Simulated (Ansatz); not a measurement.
## Crystal structures of silver under PBE

Theory: DFT, PBE, plane waves (420 eV) with PAW, scalar-relativistic (Ansatz).

Each structure is relaxed within its own symmetry, so a high-lying one may be dynamically unstable.

```json
{"structure": "fcc", "ΔE (meV/atom)": "0", "V (Å³/atom)": "17.83", "cell": "a = 4.147 Å", "magnetic state": "spin not included"}
{"structure": "dhcp (4H)", "ΔE (meV/atom)": "0", "V (Å³/atom)": "17.85", "cell": "a = 2.922 Å, c = 9.655 Å (c/a = 3.304)", "magnetic state": "spin not included"}
{"structure": "hcp", "ΔE (meV/atom)": "1", "V (Å³/atom)": "17.91", "cell": "a = 2.945 Å, c = 4.769 Å (c/a = 1.619)", "magnetic state": "spin not included"}
{"structure": "bcc", "ΔE (meV/atom)": "31", "V (Å³/atom)": "18.02", "cell": "a = 3.303 Å", "magnetic state": "spin not included"}
{"structure": "omega (AlB2-type)", "ΔE (meV/atom)": "61", "V (Å³/atom)": "18.25", "cell": "a = 4.726 Å, c = 2.831 Å (c/a = 0.599)", "magnetic state": "spin not included"}
{"structure": "A15", "ΔE (meV/atom)": "86", "V (Å³/atom)": "18.43", "cell": "a = 5.282 Å", "magnetic state": "spin not included"}
{"structure": "simple cubic", "ΔE (meV/atom)": "330", "V (Å³/atom)": "20.85", "cell": "a = 2.752 Å", "magnetic state": "spin not included"}
{"structure": "diamond", "ΔE (meV/atom)": "783", "V (Å³/atom)": "29.99", "cell": "a = 6.214 Å", "magnetic state": "spin not included"}
```

ΔE counts from fcc.

Differences under about 8 meV lie within the error of the k-point mesh.
